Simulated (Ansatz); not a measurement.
# KBr: relaxation of cell and atoms with HF

KBr:

```xyz
2
Lattice="0.0000 3.3000 3.3000 3.3000 0.0000 3.3000 3.3000 3.3000 0.0000" Properties=species:S:1:pos:R:3 pbc="T T T"
Br    3.3000    3.3000    3.3000
K     0.0000    0.0000    0.0000
```

```yaml
Program: Ansatz 0.2.0
Task: relaxation of cell and atoms
Functional: HF
Potentials_or_basis: Ansatz PAW
Cutoff: "420 eV (not typed: the program's choice for these potentials)"
k_mesh: 4 × 4 × 4
Occupations: fermi-dirac, width 0.05 eV
Spin: no spin polarisation
```

```json
{"Relaxed volume": "40.93 Å³/atom", "Relaxed cell": "a = 4.874 Å, b = 4.874 Å, c = 4.874 Å, α = 60.00°, β = 60.00°, γ = 60.00°", "Space group after relaxing (to 0.05 Å)": "Fm-3m (No. 225)", "Energy gained by relaxing": "30.1 meV/atom", "Ionic steps": "7", "Pressure after relaxing": "0.0 GPa", "Band gap on the k mesh": "11.57 eV, direct"}
```

The path:
| step | energy change (eV) | largest force (eV/Å) | volume (Å³) |
| --- | --- | --- | --- |
| 1 | 0.0000 | 0.0000 | 71.87 |
| 2 | -0.0376 | 0.0000 | 76.72 |
| 3 | -0.0441 | 0.0000 | 80.46 |
| 4 | -0.0434 | 0.0000 | 81.36 |
| 5 | -0.0599 | 0.0000 | 81.36 |
| 6 | -0.0593 | 0.0000 | 81.85 |
| 7 | -0.0602 | 0.0000 | 81.85 |

Final structure:
```
CELL_PARAMETERS angstrom
0.00000 3.44618 3.44618
3.44618 0.00000 3.44618
3.44618 3.44618 0.00000
ATOMIC_POSITIONS crystal
Br 0.50000 0.50000 0.50000
K 0.00000 0.00000 0.00000
```

Levels at points of the mesh, in eV from the valence-band top:
```csv
k point,band 4,band 5,band 6,band 7,band 8,band 9,band 10
"(0.00, 0.00, 0.00)",-14.66,-14.66,0.00,0.00,0.00,11.57,15.68
"(0.00, 0.00, -0.50)",-14.66,-14.46,-1.17,-0.30,-0.30,13.72,15.76
"(0.00, -0.50, -0.50)",-14.69,-14.69,-0.89,-0.32,-0.32,13.47,14.68
```

It took 65 s on 2 threads of Arm Neoverse V1 (shared host), peak memory 0.79 GiB.

Caveat: the plane-wave basis is chosen anew once the cell has moved, so the energies of steps on either side of that aren't comparable; the volume moved by +14 % from the deposited cell, more than functionals usually miss; the PAW data sets come from PBE, with cores solved anew for the run's functional, which leaves a small shift of forces and pressure. Zero-point motion and thermal expansion aren't in these numbers.
